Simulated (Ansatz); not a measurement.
# Sn: random displacements

The calculation used DFT PBEsol, scalar-relativistic, plane waves, PAW (Ansatz 0.2.0). The runs took a 420 eV cutoff, a Γ-centred 10×10×10 mesh and Gaussian smearing (0.15 eV). No spin polarisation. Energies are free energies at this smearing, counted from the undisturbed cell; pressure is positive in compression.

The starting cell (as given, not relaxed at this level; this form isn't the usual structure):

```xyz
8
Lattice="-6.3630 0.0000 0.0000 0.0000 -6.3630 0.0000 3.1815 3.1815 5.8313" Properties=species:S:1:pos:R:3 pbc="T T T"
Sn   -3.1815   -3.1815    0.0000
Sn    0.0000   -3.1815    0.0000
Sn   -3.1815    0.0000    0.0000
Sn   -1.5908   -1.5908    2.9156
Sn    0.0000    0.0000    0.0000
Sn    1.5908   -1.5908    2.9156
Sn   -1.5908    1.5908    2.9156
Sn    1.5908    1.5908    2.9156
```

The atoms are displaced (Å, in the unstrained cell):

```csv
atom,ux,uy,uz
Sn1,0.001,-0.193,-0.090
Sn2,0.056,-0.122,0.102
Sn3,0.190,-0.120,-0.028
Sn4,0.096,0.071,0.176
Sn5,-0.047,-0.032,-0.084
Sn6,-0.234,0.149,-0.006
Sn7,0.103,0.175,-0.062
Sn8,-0.165,0.072,-0.008
```

Strain (Voigt, engineering shear): (-0.0464, -0.0166, -0.0078, 0.0336, 0.0202, -0.0412).

Problem. What are the energy change, the stress and the forces?

Solution. ΔE = 39.1 meV/atom; stress (xx, yy, zz, yz, xz, xy; compression positive) (6.05, -0.73, -2.90, 0.03, -0.13, -0.08) GPa.
```csv
atom,Fx (eV/Å),Fy,Fz
Sn1,0.23,0.14,0.16
Sn2,-0.13,0.21,-0.08
Sn3,-0.93,-0.32,0.13
Sn4,-1.68,0.25,-0.04
Sn5,1.02,-0.31,-0.05
Sn6,1.60,-0.04,-0.20
Sn7,-1.30,-0.07,0.02
Sn8,1.20,0.14,0.05
```

Cost: 1 run of about 10 core-minutes, on Arm Neoverse V2 (shared hosts).